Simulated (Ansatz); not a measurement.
NiSb (Breithauptite): single point with PBE

NiSb (Breithauptite):

```
Sb Ni
1.0
     3.92800    0.00000    0.00000
    -1.96400    3.40175    0.00000
     0.00000    0.00000    5.12000
Sb Ni
2 2
Cartesian
  1.9640 1.1339 3.8400
  0.0000 2.2678 1.2800
  0.0000 0.0000 2.5600
  0.0000 0.0000 0.0000
```

- Program: Ansatz 0.2.0
- Task: single point
- Functional: PBE
- Potentials or basis: Ansatz PAW
- Cutoff: 420 eV (not typed: the program's choice for these potentials)
- k mesh: 8 × 8 × 5
- Occupations: fermi-dirac, width 0.05 eV
- Spin: collinear spin, ferromagnetic start
- Starting moments: [0.0, 0.0, 2.5, 2.5] μB

```yaml
Pressure: 3.8 GPa
Band_gap_on_the_k_mesh: none (metal or under the smearing width)
Net_moment: 0.00 μB per cell
Absolute_moment: 0.00 μB per cell
```

Stress tensor (GPa, compression positive):
```
3.98 0.00 0.00
0.00 3.98 0.00
0.00 0.00 3.30
```

Levels at points of the mesh, in eV from the Fermi level:
Spin up:
| k point | band 29 | band 30 | band 31 | band 32 | band 33 | band 34 | band 35 | band 36 | band 37 | band 38 |
| --- | --- | --- | --- | --- | --- | --- | --- | --- | --- | --- |
| (0.00, 0.00, 0.00) | -1.31 | -1.31 | 0.00 | 0.60 | 0.60 | 2.52 | 2.52 | 3.17 | 4.07 | 5.34 |
| (0.00, -0.50, 0.00) | -2.07 | -1.84 | -1.58 | -1.38 | -1.30 | -0.32 | 1.17 | 3.48 | 4.03 | 5.44 |
Spin down:
| k point | band 30 | band 31 | band 32 | band 33 | band 34 | band 35 | band 36 | band 37 |
| --- | --- | --- | --- | --- | --- | --- | --- | --- |
| (0.00, 0.00, 0.00) | -1.31 | 0.00 | 0.60 | 0.60 | 2.52 | 2.52 | 3.17 | 4.07 |
| (0.00, -0.50, 0.00) | -1.84 | -1.58 | -1.38 | -1.30 | -0.32 | 1.17 | 3.48 | 4.03 |

Wall time 7.8 s on 2 threads of Arm Neoverse V2 (shared host), peak memory 0.46 GiB.

Caveat: the starting moments collapsed, and a magnetic state may lie lower; the starting moments weren't kept. The run has no spin-orbit coupling, so splittings on Sb are missing.
